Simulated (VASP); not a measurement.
# Al in VASP: notebook, part 2 of 3

VASP 6.6.1.

**3. Single point, PBE**

The input, INCAR:

```
PREC = Accurate
ENCUT = 520
EDIFF = 1E-6
ISMEAR = 0
SIGMA = 0.05
LREAL = Auto
LASPH = True
NELM = 100
ALGO = Fast
ISIF = 2
LWAVE = False
LCHARG = True
GGA = PE
LELF = True
LVHAR = True
NBANDS = 48
```

The input, KPOINTS:

```
Automatic mesh
0
Gamma
  2 3 1
```

The input, POSCAR:

```
Al
1.0
    8.1000000000      0.0000000000      0.0000000000
    0.0000000000      5.7275650000      0.0000000000
    0.0000000000      0.0000000000     17.7275650000
Al
21
Direct
    0.0000000000      0.0000000000      0.0564093264
    0.5000000000      0.0000000000      0.0564093264
    0.0000000000      0.5000000873      0.0564093264
    0.5000000000      0.5000000873      0.0564093264
    0.2500000000      0.2499999564      0.1371812767
    0.7500000000      0.2499999564      0.1371812767
    0.2500000000      0.7500000436      0.1371812767
    0.7500000000      0.7500000436      0.1371812767
   -0.0013829630     -0.0020441497      0.2131147735
    0.5008986420     -0.0019727406      0.2131350245
    0.0007548148      0.4982567636      0.2124366770
    0.4988191358      0.4982911586      0.2123821292
    0.2494816049      0.2347028798      0.2929476778
    0.7495738272      0.2559943012      0.2966726113
    0.2495667901      0.7523008469      0.2946309321
    0.7496023457      0.7497987365      0.2905740862
   -0.0042462963     -0.0094270427      0.3686878034
    0.5031753086     -0.0099260331      0.3687056852
    0.0213990123      0.4878659605      0.3660977128
    0.4778702469      0.4873374637      0.3659877146
    0.7494774074      0.5877207854      0.4379757739
```

Potentials or basis: VASP PAW PBE potentials, release 64 (Al).

Started as:

```
> cat potpaw_PBE.64/Al/POTCAR > POTCAR
> mpirun -np 1 vasp_std > vasp.out
```

OUTCAR:

```text
PREC = Accurate
   ENCUT = 520
   EDIFF = 1E-6
   ISMEAR = 0
   LREAL = Auto
   LASPH = True
   NELM = 100
   ISIF = 2
   GGA = PE

 ion  position               nearest neighbor table
   1  0.000  0.000  0.056-   9 2.78   6 2.86   7 2.86   8 2.86   5 2.86   3 2.86   3 2.86
   2  0.500  0.000  0.056-  10 2.78   6 2.86   7 2.86   8 2.86   5 2.86   4 2.86   4 2.86
   3  0.000  0.500  0.056-  11 2.77   8 2.86   7 2.86   1 2.86   6 2.86   5 2.86   1 2.86
   4  0.500  0.500  0.056-  12 2.77   8 2.86   7 2.86   2 2.86   6 2.86   5 2.86   2 2.86
   5  0.250  0.250  0.137-  13 2.76  12 2.80  11 2.81  10 2.83   9 2.84   2 2.86   1 2.86   7 2.86
                             3 2.86   4 2.86   7 2.86
   6  0.750  0.250  0.137-  11 2.82  12 2.82   9 2.82  10 2.82  14 2.83   2 2.86   1 2.86   8 2.86
                             3 2.86   4 2.86   8 2.86
   7  0.250  0.750  0.137-  15 2.79  12 2.81  11 2.82  10 2.82   9 2.82   4 2.86   3 2.86   2 2.86
                             1 2.86   5 2.86   5 2.86
   8  0.750  0.750  0.137-  16 2.72   9 2.81  10 2.81  11 2.83  12 2.83   4 2.86   3 2.86   2 2.86
                             1 2.86   6 2.86   6 2.86
   9  0.999  0.998  0.213-  17 2.76   1 2.78   8 2.81   6 2.82  13 2.82  16 2.82   7 2.82   5 2.84
                            11 2.86  15 2.86  11 2.87  14 2.91
  10  0.501  0.998  0.213-  18 2.76   2 2.78   8 2.81   7 2.82  16 2.82   6 2.82  13 2.83   5 2.83
                            12 2.86  12 2.87  15 2.87  14 2.90
  11  0.001  0.498  0.212-  19 2.73   3 2.77   5 2.81   6 2.82   7 2.82   8 2.83  16 2.85   9 2.86
[... 15 lines left out ...]
  19  0.021  0.488  0.366-  21 2.61  13 2.68  15 2.70  11 2.73  14 2.85  17 2.86  17 2.89  16 2.98

  20  0.478  0.487  0.366-  21 2.61  13 2.68  15 2.71  12 2.73  14 2.85  18 2.86  18 2.89  16 2.98

  21  0.749  0.588  0.438-  20 2.61  19 2.61  16 2.77  14 3.14  18 3.29  17 3.29

  LATTYP: Found a simple orthorhombic cell.
 ALAT       =     5.7275650000
 B/A-ratio  =     1.4142135445
 C/A-ratio  =     3.0951311770

  Lattice vectors:

 A1 = (   0.0000000000,  -5.7275650000,   0.0000000000)
 A2 = (   8.1000000000,   0.0000000000,   0.0000000000)
 A3 = (   0.0000000000,   0.0000000000,  17.7275650000)

Analysis of symmetry for initial positions (statically):
=====================================================================
 Subroutine PRICEL returns:
 Original cell was already a primitive cell.

 Routine SETGRP: Setting up the symmetry group for a
 simple orthorhombic supercell.

 Subroutine GETGRP returns: Found  1 space group operations
 (whereof  1 operations were pure point group operations)
 out of a pool of  8 trial point group operations.

The static configuration has the point symmetry C_1 .

Analysis of symmetry for dynamics (positions and initial velocities):
=====================================================================
 Subroutine PRICEL returns:
 Original cell was already a primitive cell.

 Routine SETGRP: Setting up the symmetry group for a
 simple orthorhombic supercell.

 Subroutine GETGRP returns: Found  1 space group operations
 (whereof  1 operations were pure point group operations)
 out of a pool of  8 trial point group operations.

The dynamic configuration has the point symmetry C_1 .

 Subroutine INISYM returns: Found  1 space group operations
 (whereof  1 operations are pure point group operations),
 and found     1 'primitive' translations

[... 92 lines left out ...]
  0.500000  0.333333  0.000000      2.000000
   k-points           NKPTS =      4   k-points in BZ     NKDIM =      4   number of bands    NBANDS=     48
   number of dos      NEDOS =    301   number of ions     NIONS =     21
   total plane-waves  NPLWV = 403200
   dimension x,y,z NGX =    60 NGY =   48 NGZ =  140
   dimension x,y,z NGXF=   120 NGYF=   96 NGZF=  280
   ions per type =              21
   NGX,Y,Z   is equivalent  to a cutoff of  12.31, 13.93, 13.13 a.u.
   NGXF,Y,Z  is equivalent  to a cutoff of  24.63, 27.86, 26.26 a.u.
 SYSTEM =  unknown system
   PREC   = accura    normal or accurate (medium, high low for compatibility)
   ISTART =      0    job   : 0-new  1-cont  2-samecut
   ICHARG =      2    charge: 1-file 2-atom 10-const
   ISPIN  =      1    spin polarized calculation?
   LNONCOLLINEAR =      F non collinear calculations
   LSORBIT =      F    spin-orbit coupling
   LASPH  =      T    aspherical Exc in radial PAW
   ENCUT  =  520.0 eV  38.22 Ry    6.18 a.u.  15.06 10.65 32.96*2*pi/ulx,y,z
   NELM   =    100;   NELMIN=  2; NELMDL= -5     # of ELM steps
   EDIFF  = 0.1E-05   stopping-criterion for ELM
   LREAL  =      T    real-space projection
   EDIFFG = 0.1E-04   stopping-criterion for IOM
   NSW    =      0    number of steps for IOM
   IBRION =     -1    ionic relax: 0-MD 1-quasi-New 2-CG
   NFREE  =      0    steps in history (QN), initial steepest desc. (CG)
   ISIF   =      2    stress and relaxation
   ISYM   =      2    0-nonsym 1-usesym 2-fastsym
   POTIM  = 0.5000    time-step for ionic-motion
   TEBEG  =    0.0;   TEEND  =   0.0 temperature during run
   PSTRESS=    0.0 pullay stress
   NELECT =      63.0000    total number of electrons
   NUPDOWN=      -1.0000    fix difference up-down
   EMIN   =  10.00;   EMAX   =-10.00  energy-range for DOS
   EFERMI =   0.00;   METHOD = LEGACY
   ISMEAR =     0;   SIGMA  =   0.05  broadening in eV -4-tet -1-fermi 0-gaus
   EFERMI_NEDOS =   21; number of points for ismear=-14 and -15
   IALGO  =     68    algorithm
   IMIX   =      4    mixing-type and parameters
     AMIX     =   0.40;   BMIX     =  1.00
     AMIX_MAG =   1.60;   BMIX_MAG =  1.00
  volume/ion in A,a.u.               =      39.16       264.29
  Fermi-wavevector in a.u.,A,eV,Ry     =   0.695270  1.313870  6.577066  0.483401
  Thomas-Fermi vector in A             =   1.777996
   LORBIT       =      0    0 simple, 1 ext, 2 COOP (PROOUT), +10 PAW based schemes
   GGA     = PE    functional components
   LHFCALC =     F    Hartree Fock is set to
   AEXX    =    0.0000 exact exchange contribution
   IVDW    =     0    specifies the selected vdW correction
   LEPSILON=     F    determine dielectric tensor
   LRPA    =     F    only Hartree local field effects (RPA)
 non-spin polarized calculation
 RMM-DIIS sequential band-by-band and
 Gauss-broadening in eV      SIGMA  =   0.05
  energy-cutoff  :      520.00
  volume of cell :      822.44
 maximum number of plane-waves:     22178
   NGX = 31   NGY = 21   NGZ = 65

 number of electron      63.0000000 magnetization

 Free energy of the ion-electron system (eV)
  ---------------------------------------------------
  ext. energy  EPLUGINS =         0.00000000
  ---------------------------------------------------
  free energy    TOTEN  =       -72.90778154 eV

  energy without entropy =      -72.88973474  energy(sigma->0) =      -72.89875814

 E-fermi :   1.1463     XC(G=0):  -5.4261

 val. band max:        1.1414007949   @ k =   0.5000   0.0000   0.0000
 cond. band min:       1.1650771803   @ k =   0.0000   0.0000   0.0000
 fundamental gap:      0.0236763855
 Fermi energy:         1.1462975814

 k-point     1 :       0.0000    0.0000    0.0000
  band No.  band energies     occupation
      1      -9.5327      2.00000
      2      -7.8527      2.00000
      3      -7.3719      2.00000
      4      -7.2450      2.00000
      5      -5.8946      2.00000
      6      -5.6715      2.00000
[... 173 lines left out ...]
     42       3.1199      0.00000
     43       3.1318      0.00000
 [bands above 43 left out]

------------------------ aborting loop because EDIFF is reached ----------------------------------------

  FORCE on cell =-STRESS in cart. coord.  units (eV):
  Direction    XX          YY          ZZ          XY          YZ          ZX
  --------------------------------------------------------------------------------------
  -------------------------------------------------------------------------------------
  Total        3.7878672     -4.6971210     -1.8192124      0.0133950      0.7845056      0.0707647
  in kB        7.3790627     -9.1503603     -3.5439685      0.0260944      1.5282785      0.1378553
  external PRESSURE =      -1.7717554 kB  Pullay stress =       0.0000000 kB

 VOLUME and BASIS-vectors are now :
 -----------------------------------------------------------------------------
  energy-cutoff  :      520.00
  volume of cell :      822.44
      direct lattice vectors                 reciprocal lattice vectors
     8.100000000  0.000000000  0.000000000     0.123456790  0.000000000  0.000000000
     0.000000000  5.727565000  0.000000000     0.000000000  0.174594265  0.000000000
     0.000000000  0.000000000 17.727565000     0.000000000  0.000000000  0.056409326

 POSITION                                       TOTAL-FORCE (eV/Angst)
 -----------------------------------------------------------------------------------
      0.00000      0.00000      1.00000        -0.055685     -0.040051      0.353670
      4.05000      0.00000      1.00000         0.054511     -0.039961      0.353742
      0.00000      2.86378      1.00000        -0.124403      0.050379      0.252909
      4.05000      2.86378      1.00000         0.122620      0.049961      0.250546
      2.02500      1.43189      2.43189        -0.005768     -0.029117     -0.358348
      6.07500      1.43189      2.43189        -0.005894      0.102735     -0.209332
[... 13 lines left out ...]
      3.87075      2.79126      6.48807         0.012673     -0.049236      0.010361
      6.07077      3.36621      7.76424         0.000448      0.313927     -0.008973
 -----------------------------------------------------------------------------------
    total drift:                                0.003592     -0.006492      0.003621

  FREE ENERGIE OF THE ION-ELECTRON SYSTEM (eV)
  ---------------------------------------------------
  free  energy   TOTEN  =       -72.9077815360 eV

  energy  without entropy=      -72.8897347351  energy(sigma->0) =      -72.89875814
```

Wall time 7.2 min (1 thread of Intel Xeon Platinum 8488C (Sapphire Rapids), shared host); peak memory 0.77 GiB.

What came out:

```yaml
Free_energy: -72.9078 eV
Largest_force: 0.401 eV/Å
Band_gap_on_the_k_mesh: none (metal or under the smearing width)
```

Forces on the atoms (eV/Å):
```
Al  -0.056 -0.040  0.354
Al   0.055 -0.040  0.354
Al  -0.124  0.050  0.253
Al   0.123  0.050  0.251
Al  -0.006 -0.029 -0.358
Al  -0.006  0.103 -0.209
Al  -0.006 -0.035 -0.239
Al  -0.006 -0.128 -0.380
Al   0.009 -0.007 -0.004
Al  -0.004 -0.007 -0.006
Al   0.007 -0.006  0.001
Al  -0.004 -0.007  0.004
Al   0.004 -0.025 -0.001
Al   0.003  0.009  0.012
Al   0.003 -0.039  0.012
Al   0.004  0.014 -0.046
Al   0.004 -0.039 -0.002
Al   0.004 -0.037 -0.001
Al  -0.016 -0.051  0.007
Al   0.013 -0.049  0.010
Al   0.000  0.314 -0.009
```

Levels at points of the mesh, in eV from the Fermi level:
| k point | band 28 | band 29 | band 30 | band 31 | band 32 | band 33 | band 34 | band 35 |
| --- | --- | --- | --- | --- | --- | --- | --- | --- |
| (0.00, 0.00, 0.00) | -1.13 | -0.98 | -0.73 | -0.45 | 0.02 | 0.11 | 0.38 | 0.49 |
| (0.50, 0.00, 0.00) | -1.33 | -1.17 | -0.95 | -0.90 | -0.16 | 0.00 | 0.19 | 0.46 |

Caveat: the k mesh is coarse (spacing up to 0.39 Å⁻¹), so the values aren't converged.

[end of part 2 of 3]
